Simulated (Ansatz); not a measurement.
Input, command and steps of an Ansatz relaxation.

```yaml
crystal:
  lattice:
    - [2.3618052839, 2.3618052839, 0.0]
    - [-2.3618052839, 2.3618052839, 0.0]
    - [0.0, 0.0, 4.3981560599]
  atoms:
    - { symbol: B, position: [0.0, 0.0, 0.0] }
    - { symbol: B, position: [0.5, 0.5, 0.5] }
    - { symbol: P, position: [0.5, 0.0, 0.75] }
    - { symbol: P, position: [0.0, 0.5, 0.25] }
basis:
  ecutwfc: 420
kpoints:
  mp_grid: { grid: [8, 8, 6] }
hamiltonian:
  xc: pbesol
scf:
  occupations: { method: gaussian, width: 0.02 }
output:
  forces: true
  stress: true
  eigenvalues: true
  write_density: true
  write_potential: true
  elf: true
  volumetric_format: npy
relax:
  adjacent_minimum: "off"
  f_tol: 0.008
  max_steps: 40
  cell: { stress_tol: 0.015, fix: [a, b, gamma] }
```

```bash
ansatz run input.yaml --threads 1 --pin off --max-ram 2560MiB --backend cpu --events-out ev --progress --plain --runs-dir out
```

Computed with Ansatz, DFT PBEsol, scalar-relativistic, plane waves, PAW.

Of 4 frames 3 are shown, positions in Å and forces in eV/Å; the SCF threshold varies from step to step. Steps run on the plane waves of an earlier cell, with a Pulay correction in the pressure. The basis is chosen afresh for the last frame, the zero of the energies, and at times for earlier ones too; energy and pressure step there, also at an unchanged geometry.

```xyz
4
Lattice="2.3618 2.3618 0.0000 -2.3618 2.3618 0.0000 0.0000 0.0000 4.3982" Properties=species:S:1:pos:R:3:forces:R:3 pbc="T T T" step=1 free_energy_over_end_meV_per_atom=0.36 pressure_GPa=-9.23
B     0.0000    0.0000    0.0000    0.0000    0.0000    0.0000
B     0.0000    2.3618    2.1991    0.0000    0.0000    0.0000
P     1.1809    1.1809    3.2986    0.0000    0.0000    0.0000
P    -1.1809    1.1809    1.0995    0.0000    0.0000    0.0000
4
Lattice="2.3618 2.3618 0.0000 -2.3618 2.3618 0.0000 0.0000 0.0000 4.4217" Properties=species:S:1:pos:R:3:forces:R:3 pbc="T T T" step=2 free_energy_over_end_meV_per_atom=0.06 pressure_GPa=-9.92
B     0.0000    0.0000    0.0000    0.0000    0.0000    0.0000
B     0.0000    2.3618    2.2109    0.0000    0.0000    0.0000
P     1.1809    1.1809    3.3163    0.0000    0.0000    0.0000
P    -1.1809    1.1809    1.1054    0.0000    0.0000    0.0000
4
Lattice="2.3618 2.3618 0.0000 -2.3618 2.3618 0.0000 0.0000 0.0000 4.4235" Properties=species:S:1:pos:R:3:forces:R:3 pbc="T T T" step=4 free_energy_over_end_meV_per_atom=0.00 pressure_GPa=-9.97
B     0.0000    0.0000    0.0000    0.0000    0.0000    0.0000
B     0.0000    2.3618    2.2118    0.0000    0.0000    0.0000
P     1.1809    1.1809    3.3176    0.0000    0.0000    0.0000
P    -1.1809    1.1809    1.1059    0.0000    0.0000    0.0000
```

Time: 14 s on 1 thread of Arm Neoverse V2, with other jobs on the host, peak memory 0.34 GiB.